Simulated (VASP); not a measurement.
# TaN (F-43m) in VASP: notebook

One crystal, TaN, is run at these levels: r2SCAN+U; tasks: single point.

All numbers are computed with VASP 6.6.1; they aren't measurements. Logs are shortened: lines on timing, memory, paths and dates and some standing lists are left out, and cuts for length are marked.

## (1) The crystal as given

It takes space group F-43m (No. 216, cubic). The conventional cell has a = 4.982 Å, b = 4.982 Å, c = 4.982 Å, α = 90.00°, β = 90.00°, γ = 90.00°. Ta (site symmetry -43m) has 4 N at 2.16 Å as nearest neighbours. N (site symmetry -43m) is surrounded by 4 Ta at 2.16 Å.

The cell comes from a database or a generator and needn't be the stable form of this composition.

## (2) Single point, r2SCAN+U, collinear spin, random start

INCAR

```
  ALGO = Normal
  EDIFF = 1E-6
  ENCUT = 520
  ISIF = 2
  ISMEAR = 0
  ISPIN = 2
  LASPH = T
  LCHARG = F
  LDAU = T
  LDAUJ = 0 0
  LDAUL = 2 -1
  LDAUPRINT = 1
  LDAUTYPE = 2
  LDAUU = 5 0
  LMAXMIX = 4
  LMIXTAU = T
  LORBIT = 11
  LREAL = F
  LWAVE = F
  MAGMOM = -0.17 0
  METAGGA = R2SCAN
  NELM = 80
  PREC = Accurate
  SIGMA = 0.05
```

KPOINTS

```
k-points
0
Gamma
  7 7 7
```

POSCAR

```
TaN
1.0
    0.0000000000      2.4911437700      2.4911437700
    2.4911437700      0.0000000000      2.4911437700
    2.4911437700      2.4911437700      0.0000000000
Ta N
1 1
Direct
    0.0000000000      0.0000000000      0.0000000000
    0.2500000000      0.2500000000      0.2500000000
```

Potentials or basis: VASP PAW PBE potentials, release 64 (Ta_pv, N).

Started as:

```
$ cat potpaw_PBE.64/Ta_pv/POTCAR potpaw_PBE.64/N/POTCAR > POTCAR
$ mpirun -np 1 vasp_std > vasp.out
```

OUTCAR:

```text
EDIFF = 1E-6
   ENCUT = 520
   ISIF = 2
   ISMEAR = 0
   ISPIN = 2
   LASPH = T
   LORBIT = 11
   LREAL = F
   METAGGA = R2SCAN
   NELM = 80
   PREC = Accurate

 ion  position               nearest neighbor table
   1  0.000  0.000  0.000-   2 2.16   2 2.16   2 2.16   2 2.16
   2  0.250  0.250  0.250-   1 2.16   1 2.16   1 2.16   1 2.16

  LATTYP: Found a face centered cubic cell.
 ALAT       =     4.9822875400

  Lattice vectors:

 A1 = (   0.0000000000,   2.4911437700,   2.4911437700)
 A2 = (   2.4911437700,   0.0000000000,   2.4911437700)
 A3 = (   2.4911437700,   2.4911437700,   0.0000000000)

Analysis of symmetry for initial positions (statically):
=====================================================================
 Subroutine PRICEL returns:
 Original cell was already a primitive cell.

 Routine SETGRP: Setting up the symmetry group for a
 face centered cubic supercell.

 Subroutine GETGRP returns: Found 24 space group operations
 (whereof 24 operations were pure point group operations)
 out of a pool of 48 trial point group operations.

The static configuration has the point symmetry T_d .

Analysis of symmetry for dynamics (positions and initial velocities):
=====================================================================
 Subroutine PRICEL returns:
 Original cell was already a primitive cell.

 Routine SETGRP: Setting up the symmetry group for a
 face centered cubic supercell.

 Subroutine GETGRP returns: Found 24 space group operations
 (whereof 24 operations were pure point group operations)
 out of a pool of 48 trial point group operations.

The dynamic configuration has the point symmetry T_d .

Analysis of structural, dynamic, and magnetic symmetry:
=====================================================================
 Subroutine PRICEL returns:
 Original cell was already a primitive cell.

 Routine SETGRP: Setting up the symmetry group for a
 face centered cubic supercell.

 Subroutine GETGRP returns: Found 24 space group operations
 (whereof 24 operations were pure point group operations)
 out of a pool of 48 trial point group operations.

The overall configuration has the point symmetry T_d .

 Subroutine INISYM returns: Found 24 space group operations
 (whereof 24 operations are pure point group operations),
 and found     1 'primitive' translations

----------------------------------------------------------------------------------------

                                     Primitive cell

  volume of cell :      30.9191

  direct lattice vectors                    reciprocal lattice vectors
     0.000000000  2.491143770  2.491143770    -0.200711017  0.200711017  0.200711017
     2.491143770  0.000000000  2.491143770     0.200711017 -0.200711017  0.200711017
     2.491143770  2.491143770  0.000000000     0.200711017  0.200711017 -0.200711017

  length of vectors
     3.523009305  3.523009305  3.523009305     0.347641679  0.347641679  0.347641679

  position of ions in fractional coordinates (direct lattice)
     0.000000000  0.000000000  0.000000000
     0.250000000  0.250000000  0.250000000

  ion indices of the primitive-cell ions
   primitive index   ion index
                 1           1
                 2           2

----------------------------------------------------------------------------------------

 KPOINTS: k-points

Automatic generation of k-mesh.
 Grid dimensions read from file:
 generate k-points for:    7    7    7

 Generating k-lattice:

  Cartesian coordinates                     Fractional coordinates (reciprocal lattice)
    -0.028673002  0.028673002  0.028673002     0.142857143  0.000000000  0.000000000
     0.028673002 -0.028673002  0.028673002     0.000000000  0.142857143  0.000000000
     0.028673002  0.028673002 -0.028673002     0.000000000  0.000000000  0.142857143

[... 91 lines left out ...]
 NGX is ok and might be reduce to    28
   NGX = 13   NGY = 13   NGZ = 13

 number of electron      15.9999998 magnetization      -0.0046846

atom =   1  type =  1  l = 2

 onsite density matrix

spin component  1

  0.2447  0.0000  0.0000  0.0000  0.0000
  0.0000  0.2447  0.0000  0.0000 -0.0000
  0.0000  0.0000  0.1346 -0.0000 -0.0000
  0.0000  0.0000 -0.0000  0.2447  0.0000
  0.0000 -0.0000 -0.0000  0.0000  0.1346

spin component  2

  0.2447  0.0000  0.0000  0.0000  0.0000
  0.0000  0.2447  0.0000  0.0000 -0.0000
  0.0000  0.0000  0.1346 -0.0000 -0.0000
  0.0000  0.0000 -0.0000  0.2447  0.0000
  0.0000 -0.0000 -0.0000  0.0000  0.1346

 occupancies and eigenvectors

  o =  0.1346  v =  0.0000  0.0000  0.0116 -0.0000  0.9999  0.0000  0.0000  0.0000  0.0000  0.0000      0.0000  0.0000  0.0000  0.0000  0.0000  0.0000  0.0000  0.0000  0.0000  0.0000
  o =  0.1346  v =  0.0000 -0.0000 -0.9999 -0.0000  0.0116  0.0000  0.0000  0.0000  0.0000  0.0000      0.0000  0.0000  0.0000  0.0000  0.0000  0.0000  0.0000  0.0000  0.0000  0.0000
  o =  0.1346  v =  0.0000  0.0000  0.0000  0.0000  0.0000  0.0000  0.0000  0.0139 -0.0000  0.9999      0.0000  0.0000  0.0000  0.0000  0.0000  0.0000  0.0000  0.0000  0.0000  0.0000
  o =  0.1346  v =  0.0000  0.0000  0.0000  0.0000  0.0000  0.0000 -0.0000 -0.9999  0.0000  0.0139      0.0000  0.0000  0.0000  0.0000  0.0000  0.0000  0.0000  0.0000  0.0000  0.0000
  o =  0.2447  v =  0.0000  0.0987  0.0000  0.9951 -0.0000  0.0000  0.0000  0.0000  0.0000  0.0000      0.0000  0.0000  0.0000  0.0000  0.0000  0.0000  0.0000  0.0000  0.0000  0.0000
  o =  0.2447  v =  0.0000 -0.9951  0.0000  0.0987  0.0000  0.0000  0.0000  0.0000  0.0000  0.0000      0.0000  0.0000  0.0000  0.0000  0.0000  0.0000  0.0000  0.0000  0.0000  0.0000
  o =  0.2447  v =  1.0000  0.0000  0.0000  0.0000  0.0000  0.0000  0.0000  0.0000  0.0000  0.0000      0.0000  0.0000  0.0000  0.0000  0.0000  0.0000  0.0000  0.0000  0.0000  0.0000
  o =  0.2447  v =  0.0000  0.0000  0.0000  0.0000  0.0000  0.0000  0.3791  0.0000 -0.9253 -0.0000      0.0000  0.0000  0.0000  0.0000  0.0000  0.0000  0.0000  0.0000  0.0000  0.0000
  o =  0.2447  v =  0.0000  0.0000  0.0000  0.0000  0.0000  0.0000  0.9253  0.0000  0.3791 -0.0000      0.0000  0.0000  0.0000  0.0000  0.0000  0.0000  0.0000  0.0000  0.0000  0.0000
  o =  0.2447  v =  0.0000  0.0000  0.0000  0.0000  0.0000  1.0000  0.0000  0.0000  0.0000  0.0000      0.0000  0.0000  0.0000  0.0000  0.0000  0.0000  0.0000  0.0000  0.0000  0.0000

 number of electron      15.9999998 magnetization       0.0001622

 Free energy of the ion-electron system (eV)
  ---------------------------------------------------
  ext. energy  EPLUGINS =         0.00000000
  ---------------------------------------------------
  free energy    TOTEN  =       -54.82966705 eV

  energy without entropy =      -54.82645305  energy(sigma->0) =      -54.82806005

 E-fermi :   6.4209     XC(G=0): -12.0795

 val. band max:        6.3541656828   @ k =  -0.2857   0.1429   0.0000
 cond. band min:       6.4371406025   @ k =  -0.2857   0.4286   0.1429
 fundamental gap:      0.0829749197
 Fermi energy:         6.4209282420

 spin component 1

 k-point     1 :       0.0000    0.0000    0.0000
  band No.  band energies     occupation
      1     -32.4303      1.00000
      2     -32.4303      1.00000
      3     -32.4303      1.00000
      4     -11.8851      1.00000
      5      -0.4364      1.00000
      6      -0.4364      1.00000
      7      -0.4364      1.00000
      8       4.2988      1.00000
      9       7.1625      0.00000
     10       7.1625      0.00000
     11      11.1419      0.00000
     12      11.1419      0.00000
[... 271 lines left out ...]
 k-point    20 :      -0.2857    0.4286    0.1429
  band No.  band energies     occupation
      1     -32.6160      1.00000
      2     -32.5633      1.00000
      3     -32.5041      1.00000
      4     -10.6231      1.00000
      5      -0.7322      1.00000
      6      -0.1263      1.00000
      7       1.0402      1.00000
      8       3.6886      1.00000
      9       6.4371      0.32328
     10       8.0206      0.00000
     11       9.4007      0.00000
     12      10.4679      0.00000
 Fermi energy:         6.4209282420

 spin component 2

 k-point     1 :       0.0000    0.0000    0.0000
  band No.  band energies     occupation
      1     -32.4303      1.00000
      2     -32.4303      1.00000
      3     -32.4303      1.00000
      4     -11.8849      1.00000
      5      -0.4363      1.00000
      6      -0.4363      1.00000
      7      -0.4363      1.00000
      8       4.2992      1.00000
      9       7.1624      0.00000
     10       7.1624      0.00000
     11      11.1420      0.00000
     12      11.1420      0.00000
[... 271 lines left out ...]
 k-point    20 :      -0.2857    0.4286    0.1429
  band No.  band energies     occupation
      1     -32.6160      1.00000
      2     -32.5633      1.00000
      3     -32.5041      1.00000
      4     -10.6229      1.00000
      5      -0.7321      1.00000
      6      -0.1262      1.00000
      7       1.0403      1.00000
      8       3.6889      1.00000
      9       6.4372      0.32282
     10       8.0206      0.00000
     11       9.4007      0.00000
     12      10.4679      0.00000

------------------------ aborting loop because EDIFF is reached ----------------------------------------

  FORCE on cell =-STRESS in cart. coord.  units (eV):
  Direction    XX          YY          ZZ          XY          YZ          ZX
  --------------------------------------------------------------------------------------
  -------------------------------------------------------------------------------------
  Total       -4.0777475     -4.0777475     -4.0777475      0.0000000      0.0000000      0.0000000
  in kB     -211.3024521   -211.3024521   -211.3024521      0.0000000      0.0000000      0.0000000
  external PRESSURE =    -211.3024521 kB  Pullay stress =       0.0000000 kB

 VOLUME and BASIS-vectors are now :
 -----------------------------------------------------------------------------
  energy-cutoff  :      520.00
  volume of cell :       30.92
      direct lattice vectors                 reciprocal lattice vectors
     0.000000000  2.491143770  2.491143770    -0.200711017  0.200711017  0.200711017
     2.491143770  0.000000000  2.491143770     0.200711017 -0.200711017  0.200711017
     2.491143770  2.491143770  0.000000000     0.200711017  0.200711017 -0.200711017

 POSITION                                       TOTAL-FORCE (eV/Angst)
 -----------------------------------------------------------------------------------
      0.00000      0.00000      0.00000        -0.000000     -0.000000     -0.000000
      1.24557      1.24557      1.24557         0.000000      0.000000      0.000000
 -----------------------------------------------------------------------------------
    total drift:                                0.000001      0.000001      0.000001

  FREE ENERGIE OF THE ION-ELECTRON SYSTEM (eV)
  ---------------------------------------------------
  free  energy   TOTEN  =       -54.8296670476 eV

  energy  without entropy=      -54.8264530526  energy(sigma->0) =      -54.82806005

 total charge

# of ion       s       p       d       tot
------------------------------------------
    1        0.314   6.193   1.969   8.475
    2        1.256   2.487   0.000   3.743
--------------------------------------------------
tot          1.570   8.679   1.969  12.219

 magnetization (x)

# of ion       s       p       d       tot
------------------------------------------
    1       -0.000   0.000   0.000   0.000
    2        0.000   0.000   0.000   0.000
--------------------------------------------------
tot          0.000   0.000   0.000   0.000
```

It took 83 s on 1 thread of Intel Xeon Platinum 8375C at 2.90GHz (Ice Lake), shared host; peak memory 0.18 GiB.

Results:

```
Free energy                                           : -54.8297 eV
Pressure                                              : -21.1 GPa
Band gap on the k mesh                                : none (metal or under the smearing width)
Net moment                                            : 0.00 μB per cell
Valence electrons inside the program's atomic spheres : Ta 8.47; N 3.74
```

Levels at points of the mesh, in eV from the Fermi level:
Spin up:
```csv
k point,band 4,band 5,band 6,band 7,band 8,band 9,band 10,band 11,band 12
"(0.00, 0.00, 0.00)",-18.31,-6.86,-6.86,-6.86,-2.12,0.74,0.74,4.72,4.72
```
Spin down:
```
           k point  band 6  band 7  band 8  band 9  band 10  band 11
(0.00, 0.00, 0.00)   -6.86   -6.86   -2.12    0.74     0.74     4.72
```

Eigenvalues of the final occupation matrices:
```
    site  spin  trace               eigenvalues
site 1 d     1   1.00  0.13 0.13 0.24 0.24 0.24
site 1 d     2   1.00  0.13 0.13 0.24 0.24 0.24
```

Caveat: the PAW data sets were made with another functional, which shifts forces and pressure a little.

## (3) Single point, r2SCAN+U, collinear spin, ferromagnetic start

INCAR

```
SYSTEM = TaN
PREC     = Accurate       ! precision mode
ENCUT    = 520            ! plane-wave cutoff, eV
EDIFF    = 1E-6           ! SCF threshold, eV
ISMEAR   = 0              ! smearing method
SIGMA    = 0.05           ! smearing width, eV
LREAL    = .FALSE.        ! projectors in reciprocal space
LASPH    = .TRUE.         ! aspherical terms in the spheres
NELM     = 100            ! most SCF steps
ALGO     = Normal         ! electronic algorithm
ISIF     = 2              ! what is computed and relaxed
LWAVE    = .FALSE.        ! write WAVECAR
LCHARG   = .TRUE.         ! write CHGCAR
ISPIN    = 2              ! spin polarisation
MAGMOM   = 0.5 0          ! initial moments
LORBIT   = 11             ! projections on sites
NUPDOWN  = 0              ! fixed moment
LMAXMIX  = 4              ! l up to which the mixer works
LDAU     = .TRUE.         ! DFT+U
LDAUTYPE = 2            
LDAUL    = 2 -1           ! shell
LDAUU    = 5 0            ! U, eV
LDAUJ    = 0 0          
LDAUPRINT= 1            
METAGGA  = R2SCAN         ! meta-GGA
LMIXTAU  = .TRUE.       
LELF     = .TRUE.         ! ELF
LVHAR    = .TRUE.       
NBANDS   = 19             ! bands
```

KPOINTS

```
regular mesh
0
G
  7 7 7
  0 0 0
```

POSCAR is that of step 2.

Potentials or basis: VASP PAW PBE potentials, release 64 (Ta_pv, N).

Started as:

```
$ cat potpaw_PBE.64/Ta_pv/POTCAR potpaw_PBE.64/N/POTCAR > POTCAR
$ mpirun -np 1 vasp_std > vasp.out
```

Wall time 1.7 min (1 thread of Intel Xeon Platinum 8375C at 2.90GHz (Ice Lake), shared host); peak memory 0.19 GiB.

The run converged. Its results:

```
Free energy                                           : -54.8297 eV
Pressure                                              : -21.1 GPa
Net moment                                            : 0.00 μB per cell
Valence electrons inside the program's atomic spheres : Ta 8.47; N 3.74
```

Eigenvalues of the final occupation matrices:
```
    site  spin  trace               eigenvalues
site 1 d     1   1.00  0.13 0.13 0.24 0.24 0.24
site 1 d     2   1.00  0.13 0.13 0.24 0.24 0.24
```

Caveat: the PAW data sets were made with another functional, which shifts forces and pressure a little; the total moment is fixed, so each spin has its own Fermi level.
